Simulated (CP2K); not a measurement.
Runs of CP2K 2026.2 on MoS2. The cell holds a slab with vacuum, 6 atoms: a = 3.185 Å, b = 3.185 Å, c = 21.671 Å, α = 90.00°, β = 90.00°, γ = 120.00°. 

```csv
level,potentials or basis,smearing,EPS_DEFAULT,NGRIDS,points a segment of the path (NPOINTS),bands added on the path,CUTOFF of the grids,gap on the mesh (eV),largest force (eV/Å)
r2SCAN,"POTENTIAL_UZH Mo GTH-SCAN-q14, S GTH-SCAN-q6; TZVP-MOLOPT-SCAN-GTH basis",fermi-dirac 0.0259 eV,1.0E-9,4,10,6,675 Ry,1.46,0.23
LDA,"GTH_POTENTIALS Mo GTH-PADE-q14, S GTH-PADE-q6; TZVP-MOLOPT-PBE-GTH basis",fermi-dirac 0.05 eV,1.0E-10,4,10,2,450 Ry,(a),0.05
r2SCAN,"POTENTIAL_UZH Mo GTH-SCAN-q14, S GTH-SCAN-q6; TZVP-MOLOPT-SCAN-GTH basis",fermi-dirac 0.01 eV,1.0E-10,5,6,4,675 Ry,-,0.23
LDA,"GTH_POTENTIALS Mo GTH-PADE-q14, S GTH-PADE-q6; TZVP-MOLOPT-PBE-GTH basis",fermi-dirac 0.01 eV,1.0E-9,5,6,4,450 Ry,-,0.05
```

Alike in all rows: task band structure; no spin polarisation; cell as given; k mesh 10 × 10 × 2.

Fill in the values left out.

(a) 1.37.

Caveats: the basis of atomic orbitals isn't converged, which shifts pressures, moduli and gaps.

A k mesh can miss the band edges, and the runs leave out spin-orbit coupling on Mo.

Not every run made on this cell is shown here.
